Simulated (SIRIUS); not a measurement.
**ZrC in SIRIUS: the effect of strain**

ZrC:

```
Zr C
1.0
     0.00000    2.36500    2.27040
     2.36500    0.00000    2.27040
     2.36500    2.36500    0.00000
Zr C
1 1
Direct
  0.50000 0.50000 0.50000
  0.00000 0.00000 0.00000
```

The cell isn't the ideal one: strain = -0.04 (zz).

Alike in all runs:

| Property | Result |
| --- | --- |
| Program | SIRIUS 7.10.0 |
| Task | single point |
| Functional | PBE |
| Potentials or basis | PseudoDojo 0.4.1 PBE standard (scalar relativistic) |
| Cutoff | 1127 eV |
| Density cutoff | 4507 eV |
| k mesh | 8 × 8 × 8 |
| Occupations | fermi-dirac, width 0.05 eV |
| Spin | no spin polarisation |
| Strain kind | zz |
| Libxc names | ["XC_GGA_X_PBE", "XC_GGA_C_PBE"] |
| Energy tol | 1e-08 Ha |
| Density tol | 1e-06 |
| Mixer | anderson |
| Mixing beta | 0.7 |
| Max scf | 100 |

Q: One run gave: pressure -9.9 GPa. Which strain did it use?
A. +0 % (zz)
B. +2 % (zz)
C. +1 % (zz)
D. +4 % (zz)
E. -4 % (zz)

A: D.

```tsv
strain	pressure (GPa)
-4 % (zz)	7.3
-2 % (zz)	1.8
-1 % (zz)	-0.6
+0 % (zz)	-2.8
+1 % (zz)	-4.8
+2 % (zz)	-6.7
+4 % (zz)	-9.9
```
